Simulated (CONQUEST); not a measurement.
NbP under changes of volume

One of the cells (16.103 Å³/atom); the others are scaled copies at fixed shape and fractional positions:

```xyz
8
Lattice="3.3498 0.0000 0.0000 0.0000 3.3498 0.0000 0.0000 0.0000 11.4802" Properties=species:S:1:pos:R:3 pbc="T T T"
Nb    0.0000    1.6749    8.6088
Nb    1.6749    0.0000    2.8687
Nb    0.0000    0.0000    5.7387
Nb    1.6749    1.6749   11.4788
P     0.0000    1.6749    3.8200
P     1.6749    0.0000    9.5601
P     0.0000    0.0000    0.9500
P     1.6749    1.6749    6.6901
```

The cell is a database's computed one.

* Program: CONQUEST 1.3
* Functional: PBEsol
* Potentials or basis: PseudoDojo NC PBEsol, DZP, grid of 32 × 32 × 108 points
* k mesh: 8 × 8 × 3
* Occupations: fermi-dirac, width 0.05 eV
* Spin: no spin polarisation

| volume (Å³/atom) | energy over the lowest point (meV/atom) | pressure (GPa) |
| --- | --- | --- |
| 15.137 | 16.66 | 9.1 |
| 15.459 | 3.70 | 4.1 |
| 15.781 | 0.00 | -0.3 |
| 16.103 | ? | ? |
| 16.425 | 17.36 | -7.8 |
| 16.747 | 36.41 | -11.1 |
| 17.069 | 61.76 | -14.0 |

Q: What does the run at 16.103 Å³/atom give?

A: Energy over the lowest point 4.96 meV/atom; pressure -4.3 GPa.

Worked out: A Birch-Murnaghan fit of order 3 (a polynomial in V^(-2/3)) to the other rows has its minimum at 15.75 Å³/atom with B0 = V·E''(V) = 207 GPa and B' = 4.3 at fixed shape and positions, which overstates the stiffness. It gives 4.89 meV/atom at 16.103 Å³/atom, against the run's 4.96, and -dE/dV = -4.4 GPa, against -4.3.

Energies are extrapolated to zero smearing.

Caveats: the basis of atomic orbitals isn't converged, which shifts pressures, moduli and gaps; the real-space grid is too coarse here: the forces don't sum to zero and aren't listed, and the energy moves when atoms move against the grid (some runs).
